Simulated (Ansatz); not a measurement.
Hf under changes of volume

One of the cells (21.882 Å³/atom); the others are scaled copies at fixed shape and fractional positions:

```
Hf
1.0
     0.00000    2.22000    2.22000
     2.22000    0.00000    2.22000
     2.22000    2.22000    0.00000
Hf
1
Direct
  0.00000 0.00000 0.00000
```

This isn't the form of Hf at room conditions, which is hcp.

* Program: Ansatz 0.2.0
* Functional: LDA
* Potentials or basis: Ansatz PAW
* Cutoff: 420 eV (not typed: the program's choice for these potentials)
* k mesh: 10 × 10 × 10
* Occupations: fermi-dirac, width 0.05 eV
* Spin: no spin polarisation

| volume (Å³/atom) | energy over the lowest point (meV/atom) | pressure (GPa) |
| --- | --- | --- |
| 20.569 | 0.00 | 1.1 |
| 21.007 | 0.22 | -1.4 |
| 21.444 | 7.10 | -3.7 |
| 21.882 | 20.04 | -5.7 |
| 22.320 | 38.51 | -7.6 |
| 22.757 | 61.97 | -9.3 |
| 23.195 | ? | ? |

Problem. What does the run at 23.195 Å³/atom give?

Solution. Energy over the lowest point 89.90 meV/atom; pressure -10.9 GPa.

Worked out: A Birch-Murnaghan fit of order 3 (a polynomial in V^(-2/3)) to the other rows has its minimum at 20.77 Å³/atom with B0 = V·E''(V) = 121 GPa and B' = 3.4. It gives 90.06 meV/atom at 23.195 Å³/atom, against the run's 89.90, and -dE/dV = -11.1 GPa, against -10.9.

Energies are extrapolated to zero smearing.

Caveats: the PAW data sets come from PBE, with cores solved anew for the run's functional, which leaves a small shift of forces and pressure.
